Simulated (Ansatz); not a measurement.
The system is Ga.

```xyz
2
Lattice="1.3830 -4.0265 0.0000 1.3830 4.0265 0.0000 -0.1174 0.0000 3.3299" Properties=species:S:1:pos:R:3 pbc="T T T"
Ga    1.2949    2.9716    2.4974
Ga    1.3536   -2.9716    0.8325
```

This isn't the form of Ga at room conditions, which is orthorhombic.

Base run:

- Program: Ansatz 0.2.0
- Functional: LDA
- Potentials or basis: all-electron LAPW, scalar-relativistic
- Cutoff: 256 eV (chosen from the basis error)
- Basis error allowed: 0.001 eV/atom
- k mesh: 10 × 10 × 8
- Occupations: fermi-dirac, width 0.05 eV
- Spin: no spin polarisation

Its results: pressure -3.9 GPa; largest force 0.179 eV/Å.

Task: The run is repeated on the same cell with these changes: functional from LDA to PBEsol. What comes out?

Result: Pressure -1.9 GPa; largest force 0.196 eV/Å.

PBEsol binds less tightly than LDA, so the same cell stands under more pressure.
